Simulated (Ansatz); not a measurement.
System: AlP (zinc blende type), 2 atoms in the cell.

```
CELL_PARAMETERS angstrom
0.00000 2.75500 2.75500
2.75500 0.00000 2.75500
2.75500 2.75500 0.00000
ATOMIC_POSITIONS crystal
Al 0.00000 0.00000 0.00000
P 0.25000 0.25000 0.25000
```

Computed with Ansatz 0.2.0 development build, PBE, plane waves, PAW datasets (generated hard set).

Cutoff 700 eV; k-mesh 8×8×8 Γ-centred; Fermi–Dirac smearing of 0.1 eV; no spin polarisation.

(1) How large is the gap on this mesh, is it direct, and where do the band edges lie (fractions of the reciprocal vectors of this cell)?

(2) List the levels near the gap at (0.000, 0.000, 0.000), (0.000, 0.125, -0.375), (0.000, 0.125, -0.125), (0.000, 0.250, 0.375), (0.000, 0.250, -0.500), (0.000, -0.500, -0.500), in eV from the top of the valence band (v1 is the highest filled band, c1 the lowest empty one).

Results:

(1) 1.63 eV, indirect from (0.000, 0.000, 0.000) to (0.000, -0.500, -0.500); the smallest direct gap is 3.07 eV.

(2) 
```
                      k      v4     v3     v2     v1    c1    c2     c3
  (0.000, 0.000, 0.000)  -11.35   0.00   0.00   0.00  3.07  4.52   4.52
 (0.000, 0.125, -0.375)   -9.80  -4.98  -1.69  -0.79  3.49  4.78   5.28
 (0.000, 0.125, -0.125)  -10.92  -2.17  -0.98  -0.14  4.09  4.67   4.94
  (0.000, 0.250, 0.375)  -10.00  -3.93  -1.84  -1.51  2.77  3.97   6.93
 (0.000, 0.250, -0.500)   -9.48  -4.82  -2.59  -1.51  2.80  5.25   6.76
(0.000, -0.500, -0.500)   -9.10  -5.22  -2.05  -2.05  1.63  2.48  10.83
```

A gap read on the mesh is an upper bound of this method's gap, since the mesh can miss a band edge. Semilocal functionals give gaps that mostly lie well below measured ones.
